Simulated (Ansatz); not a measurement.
# Ta: the cost of one run

Computed with Ansatz 0.2.0 (DFT PBE, scalar-relativistic, plane waves, PAW, unless a step's input says otherwise).

### Step 1. Starting point

Symmetry: Fm-3m, No. 225, cubic system. The conventional cell has a = 4.223 Å, b = 4.223 Å, c = 4.223 Å, α = 90.00°, β = 90.00°, γ = 90.00°. Ta (site symmetry m-3m) is surrounded by 12 Ta at 2.99 Å.

Structure file:

```
CELL_PARAMETERS angstrom
0.00000 2.11155 2.11155
2.11155 0.00000 2.11155
2.11155 2.11155 0.00000
ATOMIC_POSITIONS crystal
Ta 0.00000 0.00000 0.00000
```

It is the result of an earlier relaxation at this level (volume 18.83 Å³/atom; gap on the mesh: none (metal)).

### Step 2. What is varied

Gamma surface: rigid slide across a plane, one fault a cell; the plane is (0 0 1) of the conventional cell.

First coordinate, slide along a1: 12 values from 0.000 to 0.917, periodic. Second coordinate, slide along a2: 12 values from 0.000 to 0.917, periodic.

Nothing else is relaxed (rigid halves, spacing across the cut fixed). Energies count from the perfect crystal. Points are written as (first, second).

The two vectors of the plane (Å): (-2.112, -2.112, 0.000); (2.112, -2.112, 0.000).

### Step 3. Point (0/12, 5/12) of the map's two axes

input.yaml

```yaml
crystal:
  lattice:
    - [-2.1115483479, -2.1115483479, 0.0]
    - [2.1115483479, -2.1115483479, 0.0]
    - [0.8798118116, -0.8798118116, 8.4461933917]
  atoms:
    - { symbol: Ta, position: [0.0, -0.3645833333, 0.875] }
    - { symbol: Ta, position: [0.5, 0.4479166667, 0.125] }
    - { symbol: Ta, position: [0.0, -0.15625, 0.375] }
    - { symbol: Ta, position: [0.5, 0.2395833333, 0.625] }
basis:
  ecutwfc: 420
kpoints:
  mp_grid: { grid: [15, 15, 5] }
hamiltonian:
  xc: pbe
  pseudopotentials: { kind: paw, azcp: { folder: soft_1 } }
scf:
  occupations: { method: gaussian, width: 0.15 }
output:
  forces: true
  stress: true
  eigenvalues: true
```

Launch:

```bash
$ ansatz run input.yaml --threads 2 --pin off --max-ram 4096MiB --backend cpu --events-out ev --progress --plain --runs-dir out
```

What time and memory should one allow on 2 threads of Arm Neoverse N1, shared host?

About 37 s, with a peak of 0.71 GiB.
